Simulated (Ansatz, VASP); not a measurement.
Given: the input of a run of VASP 6.6.1 on InP.

File INCAR:

```
SYSTEM = InP
  PREC = Accurate
  ENCUT = 600
  EDIFF = 1E-6
  ISMEAR = -1
  SIGMA = 0.05
  LREAL = .False.
  LASPH = .True.
  NELM = 80
  ALGO = Fast
  ISIF = 3
  LWAVE = .False.
  LCHARG = .False.
  GGA = CA
  IBRION = 2
  NSW = 60
  EDIFFG = -0.02
  PSTRESS = 0
```

Contents of KPOINTS:

```
Automatic mesh
0
Gamma
  8 8 8
  0 0 0
```

File POSCAR:

```
InP
1.0
    0.0000000000      2.9305000000      2.9305000000
    2.9305000000      0.0000000000      2.9305000000
    2.9305000000      2.9305000000      0.0000000000
In P
1 1
Direct
    0.0000000000      0.0000000000      0.0000000000
    0.7500000000      0.7500000000      0.7500000000
```

Potentials or basis: VASP PAW LDA potentials, release 64 (In_d, P).

The run is started by

```sh
$ cat potpaw_LDA.64/In_d/POTCAR potpaw_LDA.64/P/POTCAR > POTCAR
$ mpirun -np 1 vasp_std > vasp.out
```

**Question.** Set up the same calculation for Ansatz 0.2.0. Potentials there: Ansatz PAW.

**Answer.** As run (the cutoff follows the program's own potentials):

File input.yaml:

```yaml
crystal:
  lattice:
    - [0.0, 2.9305, 2.9305]
    - [2.9305, 0.0, 2.9305]
    - [2.9305, 2.9305, 0.0]
  atoms:
    - { symbol: In, position: [0.0, 0.0, 0.0] }
    - { symbol: P, position: [0.75, 0.75, 0.75] }
hamiltonian:
  xc: lda
  pseudopotentials: { kind: paw }
kpoints:
  mp_grid: { grid: [8, 8, 8] }
scf:
  occupations: { method: fermi_dirac, width: 0.05 }
output:
  forces: true
  stress: true
  eigenvalues: true
relax:
  f_tol: 0.01
  max_steps: 40
  cell: { stress_tol: 0.05 }
```

Potentials or basis: Ansatz PAW.

Launch:

```bash
$ ansatz run input.yaml --threads 2 --pin off --max-ram 5632MiB --backend cpu --events-out ev --progress --plain --runs-dir out
```

Both were run:

|  | VASP | Ansatz | Ansatz less VASP |
| --- | --- | --- | --- |
| gap on the k mesh at the Fermi level, each at its own relaxed structure (eV) | 0.60 | 0.58 | -0.025 |
| relaxed volume (Å³/atom) | 24.74 | 24.73 | -0.014 |
| relaxed cell length with the largest relative difference (Å) | 4.121 | 4.120 | -0.0008 |
| energy change over the relaxation (meV/atom) | -2 | -2 | -0.2 |

Caveats: spin-orbit coupling is left out, which moves the levels of the heavy elements; the plane-wave basis is chosen anew once the cell has moved, so the energies of steps on either side of that aren't comparable (Ansatz); the PAW data sets come from PBE, with cores solved anew for the run's functional, which leaves a small shift of forces and pressure (Ansatz). LDA usually gives volumes a few per cent too small. Expect the measured gap to be larger: semilocal functionals such as LDA lack the derivative discontinuity.
